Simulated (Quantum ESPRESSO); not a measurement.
## PbS (Galena) under changes of volume

One of the cells (26.086 Å³/atom); the others are scaled copies at fixed shape and fractional positions:

```
Pb S
1.0
     0.00000    2.96575    2.96575
     2.96575    0.00000    2.96575
     2.96575    2.96575    0.00000
Pb S
1 1
Direct
  0.00000 0.00000 0.00000
  0.50000 0.50000 0.50000
```

| Property | Result |
| --- | --- |
| Program | Quantum ESPRESSO 7.5 |
| Functional | PBE |
| Potentials or basis | SSSP 1.3 efficiency PBE |
| Cutoff | 748 eV |
| Density cutoff | 5987 eV |
| k mesh | 8 × 8 × 8 |
| Occupations | fermi-dirac, width 0.05 eV |
| Spin | no spin polarisation |

```tsv
volume (Å³/atom)	energy over the lowest point (meV/atom)	pressure (GPa)	gap on the mesh (eV)
24.521	?	?	?
25.042	30.64	4.9	0.21
25.564	16.63	3.5	0.30
26.086	7.16	2.2	0.37
26.607	1.73	1.0	0.44
27.129	0.00	-0.1	0.51
27.651	1.60	-1.1	0.57
```

Problem. What does the run at 24.521 Å³/atom give?

Solution. Energy over the lowest point 49.62 meV/atom; pressure 6.5 GPa; gap on the mesh 0.12 eV.

Worked out: A Birch-Murnaghan fit of order 3 (a polynomial in V^(-2/3)) to the other rows has its minimum at 27.13 Å³/atom with B0 = V·E''(V) = 53 GPa and B' = 4.2. It gives 49.58 meV/atom at 24.521 Å³/atom, against the run's 49.62, and -dE/dV = 6.6 GPa, against 6.5. A straight line through the other rows of the gap, of slope 3.61 eV per unit of ln V (its deformation potential), extrapolates to 0.14 eV, against the run's 0.12.

Energies are extrapolated to zero smearing.

Caveats: spin-orbit coupling is left out, which as a rule narrows the gap of such compounds by several tenths of an eV.

A mesh can miss the band edges.
